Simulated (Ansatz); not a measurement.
## A strain series on CaSe (wurtzite): uniaxial along x, other directions held

CaSe in the wurtzite structure (no longer in that coordination), relaxed with r2SCAN in the PAW code Ansatz, then strained (uniaxial along x, other directions held; changes of length per length, axes as in the cell below) with the atoms relaxed again within the symmetry that is left. It is hexagonal, P6_3/mmc (No. 194); a = 5.006 Å, c = 5.876 Å in the conventional setting, 31.87 Å³ an atom. Ca is surrounded by 5 Se at 2.89–2.94 Å; Se is surrounded by 5 Ca at 2.89–2.94 Å. The cell started from the wurtzite prototype, but the relaxation took it to the higher symmetry P6_3/mmc (No. 194), so the name no longer describes it. These are computed values for a spin-unpolarised cell that may be hypothetical; none is a measurement.

```yaml
crystal:
  lattice:
    - [5.00560, 0.00000, 0.00000]
    - [-2.50280, 4.33497, 0.00000]
    - [0.00000, 0.00000, 5.87573]
  atoms:
    - { symbol: Ca, position: [0.33333, 0.66667, 0.93750] }
    - { symbol: Ca, position: [0.66667, 0.33333, 0.43750] }
    - { symbol: Se, position: [0.33333, 0.66667, 0.43750] }
    - { symbol: Se, position: [0.66667, 0.33333, 0.93750] }
```

Gaps are the least over each mesh (PBE 6×6×4, r2SCAN 6×6×4 when unstrained) and the special points, which keep their unstrained names; stress is the change from the unstrained cell, compression positive.

```csv
strain (%),"gap, PBE (eV)","gap, r2SCAN (eV)","edges, r2SCAN","stress along the strain, r2SCAN (GPa)","energy rise, r2SCAN (meV/atom)"
0.0,2.453,2.894,Γ → K,0.00,0.0
+1.5,2.484,2.927,"Γ → (0.328, 1/3, 0)",-0.76,1.2
+3.0,2.508,2.960,Γ → K,-1.48,4.6
```

Problem. Estimate the row for a strain of +2.38 %.

Solution.
```csv
strain (%),"gap, PBE (eV)","gap, r2SCAN (eV)","edges, r2SCAN","stress along the strain, r2SCAN (GPa)","energy rise, r2SCAN (meV/atom)"
+2.38,2.502,2.945,"Γ → (0.323, 0.339, 0)",-1.19,2.9
```

Spin-orbit coupling is left out.

Where an edge lies off the special points, it is a point of the mesh or the k point where a search put PBE's edge or least direct gap, reused for the other functionals, whose own edges may lie a little apart.

Coordinates of k points refer to the reciprocal vectors of the primitive cell of the runs.
